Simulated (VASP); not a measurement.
# Settings for Zr: self-consistent run

Zr, P-1 (no. 2), 2 atoms in the cell. PBE; PAW potentials Zr_sv (PBE set). VASP 6.6.1. The atoms are moved at random off their ideal places.

Wanted: energy within 1 meV/atom; forces within 0.005 eV/Å; pressure within 0.1 GPa.

POSCAR:
```
Zr
1.0
    3.2320000000      0.0000000000      0.0000000000
   -1.6160000000      2.7989941050      0.0000000000
    0.0000000000      0.0000000000      5.1470000000
Zr
2
Direct
    0.6694070000      0.3264020000      0.7484920000
    0.3303850000      0.6665370000      0.2489370000
```

## One numerical tag moved

| One numerical tag moved | Energy less reference (meV/atom) | Forces, largest deviation (eV/Å) | Pressure (GPa) | SCF iterations | Time (s) |
|---|---|---|---|---|---|
| default | 0.0 | 0.0000 | 0.55 | 12 | 83 |
| WEIMIN = 0.0 | 0.0 | 0.0000 | 0.55 | 12 | 73 |
| NDAV = 2 | 0.0 | 0.0000 | 0.55 | 12 | 79 |
| EBREAK = 1e-10 | 0.0 | 0.0000 | 0.55 | 12 | 84 |
| LMAXPAW = 0 | -0.2 | 0.0002 | 0.55 | 12 | 78 |
| NDAV = 8 | 0.0 | 0.0000 | 0.55 | 12 | 83 |
| LMAXPAW = -1 | 13.0 | 0.0006 | 0.82 | 14 | 109 |
| RANDOM_GENERATOR = pcg_32 | 0.0 | 0.0000 | 0.55 | 12 | 91 |
| DEPER = 0.6 | 0.0 | 0.0000 | 0.55 | 14 | 97 |

Chosen: default; no other choice that stays within half of the tolerance saves 30 % of the time.

## The input

INCAR:
```
SYSTEM = Zr
PREC = Accurate ; ENCUT = 520
EDIFF = 1E-7 ; ISMEAR = 1
SIGMA = 0.1 ; LREAL = .False.
LASPH = .True. ; ALGO = Normal
NELM = 100 ; ISIF = 2
LWAVE = .False. ; LCHARG = .False.
```

KPOINTS:
```
k-points
0
Gamma
  8 8 5
```

Commands:
```
cat potpaw_PBE.64/Zr_sv/POTCAR > POTCAR
mpirun -np 1 vasp_std > vasp.out
```

The chosen input took VASP 6.6.1 83 s on 1 core (Intel Xeon Platinum 8375C @ 2.90GHz (Ice Lake)), a shared host.

## An input that fails: LMAXPAW = -1 without LASPH

It runs to its end, but against the unchanged starting input it is off by 13.0 meV/atom in the energy, 0.0006 eV/Å in the forces, 0.27 GPa in the pressure.

Changes against the starting input:
```
- LASPH = True
+ LASPH = False
+ LMAXPAW = -1
```
